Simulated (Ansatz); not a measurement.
This log comes from Ansatz, run on CdS in the rocksalt structure. The cell was relaxed with r2SCAN and then strained (isotropic +4.76 % on every length), with the atoms relaxed again with r2SCAN; k points keep the names of the unstrained zone.

Structure:
```cif
data_structure
_symmetry_space_group_name_H-M 'P 1'
_symmetry_Int_Tables_number 1
_cell_length_a 4.0398
_cell_length_b 4.0398
_cell_length_c 4.0398
_cell_angle_alpha 60.000
_cell_angle_beta 60.000
_cell_angle_gamma 60.000
_cell_volume 46.62
loop_
_atom_site_label
_atom_site_type_symbol
_atom_site_fract_x
_atom_site_fract_y
_atom_site_fract_z
_atom_site_occupancy
Cd1 Cd 0.00000 0.00000 0.00000 1
S1 S 0.50000 0.50000 0.50000 1
```

What the program printed (shortened):
```
scf.n_extra_bands = 4 over 13 filled bands (N_el = 26.0): the run solves 17 bands
Crystal: 2 atoms, lattice volume = 46.619 Å³
Basis set: ecut = 420 eV, 941 PW (Γ)
Symmetry: 48 space group operations
Space group: Fm-3m (ITA 225)
k-points: 29 of 512
preconditioner: auto → none  [insulator: Δε(μ)=0.235 eV  σ=0.020 eV  ℏωp=23.1 eV]
NSCF: frozen V_eff on 6 k-points
SCF converged after 6 iterations
Free energy (F): -9157.443778 eV
Internal energy: -9157.443743 eV  (E = F + TS)
E sigma→0 (E₀):  -9157.443761 eV
Entropy (-TS):   -0.000035 eV (-0.018 meV/atom)
Fermi energy:    7.830709 eV
--- Per-component energies (eV) ---
  E_band       = -485.734067
  E_kinetic    = 608.260881
  E_local      = -3743.143201
  E_nonlocal   = 63.085057
  E_hartree    = 1719.954770
  E_xc         = -271.958775
  E_vxc        = -306.517467
  E_paw        = -4684.867484
  E_vpaw       = -547.327435
  E_ewald      = -2848.775005
  E_smearing   = -0.000035
--- Forces (eV/Å), atoms counted from 1 ---
  atom   1  Cd      0.00000      0.00000      0.00000
  atom   2  S       0.00000      0.00000      0.00000
--- Stress (GPa, compression-positive) ---
       -6.382365       0.000000       0.000000
        0.000000      -6.382365       0.000000
        0.000000       0.000000      -6.382365
  P = ⅓ Tr σ = -6.3824 GPa (-63.824 kbar)
--- Band table (eV; the first three rows and the last of 29) ---
  k-point 0: bands = […, 0.2692, 0.2717, 0.2717, 7.1772, 7.1772, 7.1772, 8.0797, 16.8205, 16.8205, 16.8205]
  k-point 1: bands = […, 0.2617, 0.2895, 0.2895, 6.0196, 7.2435, 7.2435, 9.2578, 15.5894, 16.3496, 16.3496]
  k-point 2: bands = […, 0.2340, 0.3380, 0.3380, 4.7127, 7.4133, 7.4133, 10.5396, 14.2197, 14.9845, 14.9845]
  k-point 28: bands = […, 0.2839, 0.4529, 0.7868, 5.1097, 5.1097, 5.2605, 10.6687, 14.1235, 15.1249, 15.1249]
```

The file bands.tsv (bands near the Fermi energy, numbered from 0, rounded):
```tsv
# k_distance	band_8	band_9	band_10	band_11	band_12	band_13	band_14	band_15	band_16
# fermi_ev = 7.830709
# [0, 0, 0] at k_distance = 0.000000
# [0.5, 0, 0.5] at k_distance = 1.099778
# [0.625, 0.25, 0.625] at k_distance = 1.488608
# [0.375, 0.375, 0.75] at k_distance = 2.162081
# [0.5, 0.5, 0.5] at k_distance = 2.835554
# [0.5, 0.25, 0.75] at k_distance = 3.613215
# levels_relative_to = fermi_ev
0.000	-7.559	-7.559	-0.654	-0.654	-0.654	0.249	8.990	8.990	8.990
1.100	-7.378	-6.913	-3.566	-1.801	-1.801	0.090	6.053	8.845	10.150
1.489	-7.401	-7.103	-3.108	-3.086	-1.225	1.824	6.298	7.999	8.158
2.162	-7.401	-7.103	-3.108	-3.086	-1.225	1.824	6.298	7.999	8.158
2.836	-7.423	-7.423	-4.379	-0.144	-0.144	3.432	5.631	5.782	5.782
3.613	-7.378	-7.044	-2.721	-2.721	-2.570	2.838	6.293	7.294	7.294
```
In order the rows are Γ, X, U, K, L, W.

Q: Which of these blocks stood in the input: relax, gw, phonons, dielectric, magnetization (spin_orbit)?

A: None of them. A single point prints forces and stress when the output block asks for them.

Q: Which k mesh was typed?

A: 8×8×8, Γ-centred.

Q: How were the bands filled?

A: With smearing of width σ = 0.02 eV (Fermi-Dirac in this run).

Q: Which functional?

A: PBE. There is no exchange loop, so no exact exchange. The lines shown narrow the functional down without fixing it; this is the one that was run.

No spin polarisation and no zero-point or thermal motion; the cell was built from a prototype and may be hypothetical.

Spin-orbit coupling is left out.
